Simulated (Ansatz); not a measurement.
# BaTiO3 (Pm-3m) in Ansatz: reference runs

Aim: a first look at BaTiO3 with PBEsol, on the cell as given and on a disturbed one.

All numbers are computed with Ansatz 0.2.0; they aren't measurements. Logs are shortened: lines on timing, memory, paths and dates and some standing lists are left out, and cuts for length are marked.

## (1) The crystal as given

Symmetry: Pm-3m, No. 221, cubic system. The conventional cell has a = 4.006 Å, b = 4.006 Å, c = 4.006 Å, α = 90.00°, β = 90.00°, γ = 90.00°. Ba (site symmetry m-3m) has 12 O at 2.83 Å as nearest neighbours. Ti (site symmetry m-3m) is surrounded by 6 O at 2.00 Å. Around O (site symmetry 4/mmm) lie 2 Ti at 2.00 Å.

## (2) Single point, PBEsol

The input, input.yaml:

```yaml
crystal:
  lattice:
    - [4.006, 0.0, 0.0]
    - [0.0, 4.006, 0.0]
    - [0.0, 0.0, 4.006]
  atoms:
    - { symbol: Ba, position: [0.5, 0.5, 0.5] }
    - { symbol: Ti, position: [0.0, 0.0, 0.0] }
    - { symbol: O, position: [0.0, 0.0, 0.5] }
    - { symbol: O, position: [0.0, 0.5, 0.0] }
    - { symbol: O, position: [0.5, 0.0, 0.0] }
kpoints:
  mp_grid: { grid: [7, 7, 7] }
scf:
  occupations: { method: fermi_dirac, width: 0.05 }
hamiltonian:
  xc: pbesol
  pseudopotentials: { kind: all_electron, lapw: { basis_error: 0.001 } }
output:
  forces: true
  stress: true
  eigenvalues: true
  populations: true
```

Potentials or basis: all-electron LAPW, scalar-relativistic.

Launch:

```console
ansatz run input.yaml --threads 4 --pin off --max-ram 12288MiB --backend cpu --events-out ev --progress --plain --runs-dir out
```

Standard output:

```text
Warning: RAYON_NUM_THREADS=4 ignored (pool sized by the plan → 4); use --threads N
Ba: projections on atomic orbitals take those of the free atom 1s2 2s2 2p6 3s2 3p6 3d10 4s2 4p6 4d10 5s2 5p6 6s2, of charge +0.00 (hamiltonian.pseudopotentials.projection_atoms)
Ti: projections on atomic orbitals take those of the free atom 1s2 2s2 2p6 3s2 3p6 3d2 4s2, of charge +0.00 (hamiltonian.pseudopotentials.projection_atoms)
O: projections on atomic orbitals take those of the free atom 1s2 2s2 2p4, of charge +0.00 (hamiltonian.pseudopotentials.projection_atoms)
LAPW: plane waves up to 10.085 Å⁻¹, error target 1.0e-3 eV per atom; small_component_spin mean_spin; O in spheres of 0.932 Å, 8 of its electrons in bands, Dirac shells []; Ti in spheres of 1.071 Å, 20 of its electrons in bands, Dirac shells []; Ba in spheres of 1.153 Å, 28 of its electrons in bands, Dirac shells [] (how accurate: hamiltonian.pseudopotentials.lapw.basis_error, Limitations)
Engine: ansatz 0.2.0, aarch64-unknown-linux-gnu
Pseudopotentials: kind: all_electron
Pseudopotential: Ba, LAPW, valence charge 28, lapw/all_electron/scalar/gaussian/Ba, Koelling and Harmon's equation, gaussian nucleus
Pseudopotential: Ti, LAPW, valence charge 20, lapw/all_electron/scalar/gaussian/Ti, Koelling and Harmon's equation, gaussian nucleus
Pseudopotential: O, LAPW, valence charge 8, lapw/all_electron/scalar/gaussian/O, Koelling and Harmon's equation, gaussian nucleus
Functional definition: PBEsol
  exchange = pbesol_x
  correlation = pbesol_c
Crystal: 5 atoms, lattice volume = 64.288 Å³
Basis set: ecut = 387.50941787686673 eV, 1141 PW (Γ), exchange–correlation at level 2
Bands: 44, of which v1, the nominal top of the filled ones, is band 36 counted from 1 (35 counted from 0)
Symmetry: 48 space group operations
Space group: Pm-3m (ITA 221), of the structure as read, at distance tolerance 4.0e-5 Å
k-points: 20 of 343
Non-local potential: Ba, projectors of the file, none
Non-local potential: Ti, projectors of the file, none
Non-local potential: O, projectors of the file, none
Initial density: superposition of atomic densities (chi_scale 0.1, normalization cell, long waves kept (reshape's long-wave potential 0.00 eV rms))
Initial wavefunctions: plane waves of lowest kinetic energy (no species holds an atomic orbital)
Functional: x = pbesol(κ = 0.804, μ = 0.12345679012345678), c = pbesol(β = 0.046)
iter 1 solved again at ethr=1.76e-2 eV; its pass at ethr=1.00e-1 eV (dr2=1.27e1 eV) is discarded
SCF iter   1: F=—  HF=-250632.748129 eV  |F-HF|=—  |Δ(HF+E_count)|=         —  Δρ=1.29e-1  dr2=1.26e1  ethr=1.76e-2  ⟨swp⟩=2.0  Hψ=5670  notcnv=0
preconditioner: auto → Resta (q_TF=auto, 2.780 Å⁻¹)  ε∞=3.3  [insulator: Δε(μ)=5.913 eV  Ē_g=18.718 eV  σ=0.050 eV  W_gap=1.00  n_scr=26 (ndim 8)  ℏωp=28.5 eV  f_vac=0.000  D(μ)=0.00/eV (n_scr^D=0)  ε∞_Penn≈3.3]
SCF iter   2: F=—  HF=-250629.344234 eV  |F-HF|=—  |Δ(HF+E_count)|=    3.40e0  Δρ=9.57e-2  dr2=8.44e0  ethr=1.76e-2  ⟨swp⟩=3.0  Hψ=3031  notcnv=0
preconditioner: auto → Kerker (q_TF=auto, 2.780 Å⁻¹)  [metal: Δε(μ)=0.050 eV  Ē_g=12.114 eV  σ=0.050 eV  W_gap=0.23  n_scr=26 (ndim 8)  ℏωp=26.2 eV  f_vac=0.000  D(μ)=1.80/eV (n_scr^D=18)]
SCF iter   3: F=—  HF=-250627.274193 eV  |F-HF|=—  |Δ(HF+E_count)|=    2.07e0  Δρ=4.96e-2  dr2=1.99e0  ethr=1.17e-2  ⟨swp⟩=3.0  Hψ=2663  notcnv=0
SCF iter   4: F=—  HF=-250626.823144 eV  |F-HF|=—  |Δ(HF+E_count)|=   4.51e-1  Δρ=2.52e-2  dr2=5.17e-1  ethr=2.77e-3  ⟨swp⟩=2.0  Hψ=2851  notcnv=0
SCF iter   5: F=—  HF=-250626.851926 eV  |F-HF|=—  |Δ(HF+E_count)|=         —  Δρ=1.86e-2  dr2=3.41e-1  ethr=7.18e-4  ⟨swp⟩=3.0  Hψ=2989  notcnv=0
the basis was enlarged: its passes take 179.5 KiB over the memory plan, 4 of 4 planned eigensolver slots
SCF iter   6: F=—  HF=-250626.757232 eV  |F-HF|=—  |Δ(HF+E_count)|=   9.47e-2  Δρ=7.83e-3  dr2=6.29e-2  ethr=4.74e-4  ⟨swp⟩=2.0  Hψ=2722  notcnv=0
iter 7 solved again at ethr=6.05e-6 eV; its pass at ethr=8.73e-5 eV (dr2=4.36e-3 eV) is discarded
SCF iter   7: F=—  HF=-250626.739411 eV  |F-HF|=—  |Δ(HF+E_count)|=   1.78e-2  Δρ=1.72e-3  dr2=4.35e-3  ethr=6.05e-6  ⟨swp⟩=2.0  Hψ=4649  notcnv=0
SCF iter   8: F=—  HF=-250626.738677 eV  |F-HF|=—  |Δ(HF+E_count)|=   7.33e-4  Δρ=1.20e-3  dr2=1.68e-3  ethr=6.05e-6  ⟨swp⟩=2.0  Hψ=2740  notcnv=0
SCF iter   9: F=—  HF=-250626.738310 eV  |F-HF|=—  |Δ(HF+E_count)|=   3.67e-4  Δρ=5.20e-4  dr2=2.92e-4  ethr=2.33e-6  ⟨swp⟩=2.0  Hψ=2740  notcnv=0
SCF iter  10: F=—  HF=-250626.738218 eV  |F-HF|=—  |Δ(HF+E_count)|=   9.18e-5  Δρ=1.16e-4  dr2=1.43e-5  ethr=4.06e-7  ⟨swp⟩=2.0  Hψ=2740  notcnv=0
SCF iter  11: F=—  HF=-250626.738212 eV  |F-HF|=—  |Δ(HF+E_count)|=   5.94e-6  Δρ=1.95e-5  dr2=1.93e-7  ethr=1.98e-8  ⟨swp⟩=2.0  Hψ=2740  notcnv=0
SCF iter  12: F=-250626.738212 eV  HF=-250626.738212 eV  |F-HF|=4.41e-8  |Δ(HF+E_count)|=   1.86e-8  Δρ=6.44e-6  dr2=2.41e-8  ethr=2.68e-10  ⟨swp⟩=3.0  Hψ=2919  notcnv=0
SCF 1 converged in 12 iterations: F = -250626.738212 eV  dr2 = 2.41e-8
SCF converged after 12 iterations
Free energy (F): -250626.738212 eV
Harris-Foulkes:  -250626.738212 eV  (|F-HF|=4.41e-8)
Internal energy: -250626.738212 eV  (E = F + TS)
E sigma→0 (E₀):  -250626.738212 eV
Fermi energy:    12.955768 eV
--- Per-component energies (eV) ---
  E_band       = -8678.983621
  E_kinetic    = 265309.321189
  E_xc         = -7106.967574
  E_electrostatic = -508829.091826  (all electrons and nuclei)
  E_smearing   = -0.000000  (= −TS)
  E_closure    = 0.000000  (closes the sum)
  E_atoms      = -250585.672184  (free atoms, spherical and without spin; not in F)
  Σ components = -250626.738212   (vs F -250626.738212, Δ=0.00e0)
  Basis errors (estimates in eV, not in F): energy 4.7e-4 per atom: plane waves 4.3e-4 (2.5e-4 summed), levels above the bands 5.0e-68, relativity 5.0e-8, radial functions 3.9e-5, core shells 4.0e-8; eigenvalues (radial functions only) 1.1e-5; not estimated: angular momenta, meshes, grids; target (lapw.basis_error) 1.0e-3; muffin-tin radii O 0.932 Å, Ti 1.071 Å, Ba 1.153 Å
--- Forces (eV/Å), atoms counted from 1 ---
  atom   1  Ba    -0.00000000    -0.00000000    -0.00000000
  atom   2  Ti     0.00000000    -0.00000000     0.00000000
  atom   3  O      0.00000000     0.00000000     0.00000000
  atom   4  O      0.00000000     0.00000000     0.00000000
  atom   5  O     -0.00000000    -0.00000000     0.00000000
  max |Σ_I F_I| component: 6.12e-30 eV/Å
--- Stress (GPa, compression-positive) ---
       -4.597571      -0.000000       0.000000
       -0.000000      -4.597571       0.000000
        0.000000       0.000000      -4.597571
  P = ⅓ Tr σ = -4.5976 GPa (-45.976 kbar)
--- Band table (eV; the first three rows and the last of 20) ---
  k-point 0: bands = ["-518.5429", "-490.0928", "-490.0928", "-490.0928", "-426.1433", "-426.1433", "-426.1433", "-221.7720", "-158.9899", "-158.9899", "-158.9899", "-67.9245", "-67.9245", "-67.9225", "-67.9225", "-67.9225", "-44.2237", "-20.5583", "-20.5583", "-20.5583", "-12.5232", "-4.6907", "-4.0062", "-4.0062", "2.2821", "2.2821", "2.2821", "9.7837", "9.7837", "9.7837", "10.9454", "10.9454", "10.9454", "11.9618", "11.9618", "11.9618", "13.8261", "13.8261", "13.8261", "16.0513", "16.0513", "17.1054", "17.1054", "19.3202"]
  k-point 1: bands = ["-518.5429", "-490.0928", "-490.0928", "-490.0928", "-426.1433", "-426.1433", "-426.1433", "-221.7720", "-158.9899", "-158.9899", "-158.9899", "-67.9245", "-67.9245", "-67.9225", "-67.9225", "-67.9225", "-44.2235", "-20.5683", "-20.5579", "-20.5579", "-12.5005", "-4.7034", "-3.9999", "-3.9886", "2.3139", "2.3139", "2.3640", "9.4520", "9.7267", "9.7267", "10.7274", "10.7274", "10.7765", "11.4650", "11.8157", "11.8157", "13.8504", "14.2329", "14.2329", "16.0525", "16.5868", "17.4720", "17.4865", "19.8126"]
  k-point 2: bands = ["-518.5429", "-490.0928", "-490.0928", "-490.0928", "-426.1433", "-426.1433", "-426.1433", "-221.7720", "-158.9899", "-158.9899", "-158.9899", "-67.9245", "-67.9245", "-67.9225", "-67.9225", "-67.9225", "-44.2231", "-20.5908", "-20.5570", "-20.5570", "-12.4487", "-4.7964", "-3.9856", "-3.8702", "2.3877", "2.3877", "2.5451", "8.7257", "9.5403", "9.5403", "10.4013", "10.4013", "10.4401", "10.6740", "11.5712", "11.5712", "13.9064", "14.9838", "14.9838", "16.0547", "17.4534", "18.3141", "18.4548", "20.4651"]
  k-point 19: bands = ["-518.5429", "-490.0928", "-490.0928", "-490.0928", "-426.1433", "-426.1433", "-426.1433", "-221.7720", "-158.9899", "-158.9899", "-158.9899", "-67.9244", "-67.9244", "-67.9225", "-67.9225", "-67.9225", "-44.2208", "-20.6032", "-20.6031", "-20.6031", "-12.2637", "-3.8670", "-3.7846", "-3.7846", "1.6134", "1.6134", "1.7250", "7.6935", "8.3300", "8.3300", "9.5168", "9.7017", "9.7017", "11.9302", "11.9302", "12.0082", "16.1805", "16.1808", "16.1808", "19.0141", "19.0141", "19.0958", "19.7003", "19.7003"]
--- Löwdin populations: 5 sites ---
  site symbol       q [e]
     0     Ba     54.2153
     1     Ti     20.7883
     2      O      8.8752
     3      O      8.8752
     4      O      8.8752
  spilling = 0.003636 (of n_electrons = 102.000000)
```

It took 9.2 s on 4 threads of Arm Neoverse V2, shared host; peak memory 0.52 GiB.

Results:

```
Free energy            : -250626.7382 eV
Pressure               : -4.6 GPa
Band gap on the k mesh : 1.82 eV, indirect (least direct gap 1.86 eV)
Loewdin charges        : Ba +1.78; Ti +1.21; O -0.88 e
```

Levels at points of the mesh, in eV from the valence-band top:
```csv
k point,band 33,band 34,band 35,band 36,band 37,band 38,band 39,band 40
"(0.00, 0.00, 0.00)",-1.06,-0.05,-0.05,-0.05,1.82,1.82,1.82,4.04
```

Caveat: the atomic charges don't sum to the cell's charge; spin-orbit coupling is left out, which moves the levels of the heavy elements; an odd mesh through Γ misses points on the zone boundary, where band edges often lie. PBEsol gaps usually lie below the measured ones, often by a third to a half.

## (3) Single point, PBEsol (atoms moved at random, drawn with an rms of 0.05 Å)

The input, input.yaml:

```yaml
crystal:
  lattice:
    - [4.006, 0.0, 0.0]
    - [0.0, 4.006, 0.0]
    - [0.0, 0.0, 4.006]
  atoms:
    - { symbol: Ba, position: [0.499582, 0.493219, 0.506278] }
    - { symbol: Ti, position: [7.0e-05, -0.002044, -0.010934] }
    - { symbol: O, position: [0.003381, 0.007636, 0.493172] }
    - { symbol: O, position: [0.000257, 0.49397, 0.006789] }
    - { symbol: O, position: [0.502622, -0.006537, 0.008546] }
kpoints:
  mp_grid: { grid: [7, 7, 7] }
scf:
  occupations: { method: fermi_dirac, width: 0.05 }
hamiltonian:
  xc: pbesol
  pseudopotentials: { kind: all_electron, lapw: { basis_error: 0.001 } }
output:
  forces: true
  stress: true
  eigenvalues: true
  populations: true
```

Potentials or basis: all-electron LAPW, scalar-relativistic.

Launch:

```console
ansatz run input.yaml --threads 4 --pin off --max-ram 12288MiB --backend cpu --events-out ev --progress --plain --runs-dir out
```

Standard output:

```text
Warning: RAYON_NUM_THREADS=4 ignored (pool sized by the plan → 4); use --threads N
Ba: projections on atomic orbitals take those of the free atom 1s2 2s2 2p6 3s2 3p6 3d10 4s2 4p6 4d10 5s2 5p6 6s2, of charge +0.00 (hamiltonian.pseudopotentials.projection_atoms)
Ti: projections on atomic orbitals take those of the free atom 1s2 2s2 2p6 3s2 3p6 3d2 4s2, of charge +0.00 (hamiltonian.pseudopotentials.projection_atoms)
O: projections on atomic orbitals take those of the free atom 1s2 2s2 2p4, of charge +0.00 (hamiltonian.pseudopotentials.projection_atoms)
LAPW: plane waves up to 10.160 Å⁻¹, error target 1.0e-3 eV per atom; small_component_spin mean_spin; O in spheres of 0.925 Å, 8 of its electrons in bands, Dirac shells []; Ti in spheres of 1.062 Å, 20 of its electrons in bands, Dirac shells []; Ba in spheres of 1.147 Å, 28 of its electrons in bands, Dirac shells [] (how accurate: hamiltonian.pseudopotentials.lapw.basis_error, Limitations)
Engine: ansatz 0.2.0, aarch64-unknown-linux-gnu
Pseudopotentials: kind: all_electron
Pseudopotential: Ba, LAPW, valence charge 28, lapw/all_electron/scalar/gaussian/Ba, Koelling and Harmon's equation, gaussian nucleus
Pseudopotential: Ti, LAPW, valence charge 20, lapw/all_electron/scalar/gaussian/Ti, Koelling and Harmon's equation, gaussian nucleus
Pseudopotential: O, LAPW, valence charge 8, lapw/all_electron/scalar/gaussian/O, Koelling and Harmon's equation, gaussian nucleus
Functional definition: PBEsol
  exchange = pbesol_x
  correlation = pbesol_c
Crystal: 5 atoms, lattice volume = 64.288 Å³
Basis set: ecut = 393.27738181899167 eV, 1141 PW (Γ), exchange–correlation at level 2
Bands: 44, of which v1, the nominal top of the filled ones, is band 36 counted from 1 (35 counted from 0)
Symmetry: 1 space group operations
Space group: P1 (ITA 1), of the structure as read, at distance tolerance 4.0e-5 Å
k-points: 172 of 343 (time reversal used)
Non-local potential: Ba, projectors of the file, none
Non-local potential: Ti, projectors of the file, none
Non-local potential: O, projectors of the file, none
Initial density: superposition of atomic densities (chi_scale 0.1, normalization cell, long waves kept (reshape's long-wave potential 0.00 eV rms))
[... 30 lines left out ...]
  E_xc         = -7106.960034
  E_electrostatic = -508829.032662  (all electrons and nuclei)
  E_smearing   = -0.000000  (= −TS)
  E_closure    = 0.000000  (closes the sum)
  E_atoms      = -250585.672184  (free atoms, spherical and without spin; not in F)
  Σ components = -250626.703063   (vs F -250626.703063, Δ=0.00e0)
  Basis errors (estimates in eV, not in F): energy 4.9e-4 per atom: plane waves 4.6e-4 (2.6e-4 summed), levels above the bands 6.6e-68, relativity 4.8e-8, radial functions 3.7e-5, core shells 4.8e-8; eigenvalues (radial functions only) 9.0e-6; not estimated: angular momenta, meshes, grids; target (lapw.basis_error) 1.0e-3; muffin-tin radii O 0.925 Å, Ti 1.062 Å, Ba 1.147 Å
--- Forces (eV/Å), atoms counted from 1 ---
  atom   1  Ba     0.03134948     0.09358008    -0.28817933
  atom   2  Ti    -0.05683671     0.05193265     0.24396880
  atom   3  O     -0.02455106    -0.26885973     0.68334803
  atom   4  O      0.03305476     0.13398111    -0.30406374
  atom   5  O      0.01698396    -0.01064252    -0.33506498
  max |Σ_I F_I| component: 8.77e-6 eV/Å
--- Stress (GPa, compression-positive) ---
       -4.539948       0.018577       0.026772
        0.018577      -4.501217      -0.034963
        0.026772      -0.034963      -4.723678
  P = ⅓ Tr σ = -4.5883 GPa (-45.883 kbar)
--- Band table (eV; the first three rows and the last of 172) ---
  k-point 0: bands = ["-518.5402", "-490.0987", "-490.0934", "-490.0917", "-426.1412", "-426.1411", "-426.1406", "-221.7702", "-158.9882", "-158.9881", "-158.9880", "-67.9229", "-67.9227", "-67.9209", "-67.9208", "-67.9206", "-44.2222", "-20.5574", "-20.5569", "-20.5567", "-12.5232", "-4.6913", "-4.0029", "-3.9981", "2.2800", "2.2819", "2.2846", "9.7628", "9.7702", "9.7869", "10.9349", "10.9382", "10.9415", "11.9343", "11.9399", "11.9557", "13.8306", "13.8742", "13.8858", "16.0651", "16.0720", "17.1029", "17.1100", "19.3051"]
  k-point 1: bands = ["-518.5402", "-490.0987", "-490.0934", "-490.0917", "-426.1412", "-426.1411", "-426.1406", "-221.7702", "-158.9882", "-158.9881", "-158.9880", "-67.9229", "-67.9227", "-67.9209", "-67.9208", "-67.9206", "-44.2220", "-20.5670", "-20.5569", "-20.5564", "-12.5005", "-4.7026", "-3.9922", "-3.9866", "2.3118", "2.3150", "2.3654", "9.4434", "9.7078", "9.7109", "10.6875", "10.7307", "10.8095", "11.4607", "11.8033", "11.8131", "13.8555", "14.2615", "14.2699", "16.0653", "16.6017", "17.4741", "17.4864", "19.7994"]
  k-point 2: bands = ["-518.5402", "-490.0987", "-490.0934", "-490.0917", "-426.1412", "-426.1411", "-426.1406", "-221.7702", "-158.9882", "-158.9881", "-158.9880", "-67.9229", "-67.9227", "-67.9209", "-67.9208", "-67.9207", "-44.2216", "-20.5895", "-20.5560", "-20.5555", "-12.4487", "-4.7932", "-3.9774", "-3.8720", "2.3855", "2.3890", "2.5469", "8.7177", "9.5130", "9.5174", "10.3221", "10.4152", "10.5269", "10.6792", "11.5707", "11.5765", "13.9108", "14.9913", "15.0017", "16.0665", "17.4588", "18.3177", "18.4518", "20.4736"]
  k-point 171: bands = ["-518.5402", "-490.0987", "-490.0934", "-490.0917", "-426.1412", "-426.1411", "-426.1406", "-221.7702", "-158.9882", "-158.9881", "-158.9880", "-67.9229", "-67.9226", "-67.9209", "-67.9208", "-67.9207", "-44.2209", "-20.6058", "-20.5649", "-20.5642", "-12.3764", "-4.7259", "-3.9344", "-3.7937", "2.2642", "2.4444", "2.6206", "8.1028", "9.0250", "9.2912", "9.3327", "9.7760", "10.5943", "11.0257", "11.1248", "11.1648", "14.6102", "15.5417", "15.5673", "16.8691", "18.3784", "19.4086", "19.9000", "20.9438"]
--- Löwdin populations: 5 sites ---
  site symbol       q [e]
     0     Ba     54.2151
     1     Ti     20.7896
     2      O      8.8737
     3      O      8.8747
     4      O      8.8751
  spilling = 0.003645 (of n_electrons = 102.000000)
```

populations.tsv:

```text
# site	symbol	l	j	q
# orbitals = lowdin
# n_electrons = 102.000000
# spilling = 0.003645
# projection_atom_Ba: 1s2 2s2 2p6 3s2 3p6 3d10 4s2 4p6 4d10 5s2 5p6 6s2
# projection_atom_Ti: 1s2 2s2 2p6 3s2 3p6 3d2 4s2
# projection_atom_O: 1s2 2s2 2p4
0	Ba	0_1S	-	1.999999
0	Ba	0_2S	-	1.999979
0	Ba	0_3S	-	1.999705
0	Ba	0_4S	-	1.996592
0	Ba	0_5S	-	1.942078
0	Ba	0_6S	-	0.327505
0	Ba	1_2P	-	6.000000
0	Ba	1_3P	-	5.999992
0	Ba	1_4P	-	5.999588
0	Ba	1_5P	-	5.949760
0	Ba	2_3D	-	9.999999
0	Ba	2_4D	-	9.999888
1	Ti	0_1S	-	1.999975
1	Ti	0_2S	-	1.998567
1	Ti	0_3S	-	1.959315
1	Ti	0_4S	-	0.467609
1	Ti	1_2P	-	5.999973
1	Ti	1_3P	-	5.990151
1	Ti	2_3D	-	2.373966
2	O	0_1S	-	1.998572
2	O	0_2S	-	1.800502
2	O	1_2P	-	5.074671
3	O	0_1S	-	1.998574
3	O	0_2S	-	1.800443
3	O	1_2P	-	5.075683
4	O	0_1S	-	1.998576
4	O	0_2S	-	1.800527
4	O	1_2P	-	5.076037
```

Wall time 1.9 min (4 threads of Arm Neoverse V2, shared host); peak memory 1.4 GiB.

What came out:

- Free energy: -250626.7031 eV
- Pressure: -4.6 GPa
- Largest force: 0.735 eV/Å
- Band gap on the k mesh: 1.82 eV, indirect (least direct gap 1.87 eV)
- Loewdin charges: Ba +1.78; Ti +1.21; O -0.87, -0.88 e

Forces on the atoms (eV/Å):
```
Ba   0.031  0.094 -0.288
Ti  -0.057  0.052  0.244
O   -0.025 -0.269  0.683
O    0.033  0.134 -0.304
O    0.017 -0.011 -0.335
```

Stress tensor (GPa, compression positive):
```
-4.54  0.02  0.03
 0.02 -4.50 -0.03
 0.03 -0.03 -4.72
```

Caveat: the atomic charges don't sum to the cell's charge; spin-orbit coupling is left out, which moves the levels of the heavy elements; an odd mesh through Γ misses points on the zone boundary, where band edges often lie.
